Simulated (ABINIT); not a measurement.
TePb: band structure with PW91

The system is TePb.

```
CELL_PARAMETERS angstrom
4.00229 0.00000 0.00000
0.00000 4.00229 0.00000
0.00000 0.00000 4.00229
ATOMIC_POSITIONS crystal
Pb 0.00000 0.00000 0.00000
Te 0.50000 0.50000 0.50000
```

Measurements of this composition are mostly on another form, of space group No. 225.

```json
{"Program": "ABINIT 10.8.3 (patched build)", "Task": "band structure", "Functional": "PW91", "Potentials or basis": "JTH PAW PBE v2.0", "Cutoff": "599 eV", "k mesh": "7 × 7 × 7", "Occupations": "fermi-dirac, width 0.05 eV", "Spin": "spin-orbit coupling, no magnetisation", "Fine-grid cutoff": "1197.3 eV", "Exchange and correlation inside the PAW spheres": "full angular mesh (pawxcdev 0, this build's default; the released program takes 1)"}
```

The pressure is -0.2 GPa. The band gap on the k mesh is none (metal or under the smearing width). The valence electrons inside the program's atomic spheres are Pb 11.33; Te 3.09.

Levels at the corners of the path, in eV from the Fermi level:
```tsv
point	band 16	band 17	band 18	band 19	band 20	band 21	band 22	band 23	band 24	band 25
Γ	-2.19	-1.17	-1.17	-1.17	-1.17	3.63	3.63	4.22	4.22	4.22
X	-0.95	-0.20	-0.20	-0.04	-0.04	0.19	0.19	2.03	2.03	3.00
M	-4.36	-4.31	-4.31	0.22	0.22	2.74	2.74	4.08	4.08	4.41
Γ	-2.19	-1.17	-1.17	-1.17	-1.17	3.63	3.63	4.22	4.22	4.22
R	-2.79	-2.20	-2.20	-2.20	-2.20	-1.78	-1.78	-0.53	-0.53	-0.53
X	-0.95	-0.20	-0.20	-0.04	-0.04	0.19	0.19	2.03	2.03	3.00
```

Wall time 5.9 min on 1 thread of Arm Neoverse V1, with other jobs on the host, peak memory 0.24 GiB.

Caveat: the PAW data sets were made with another functional, which shifts forces and pressure a little.
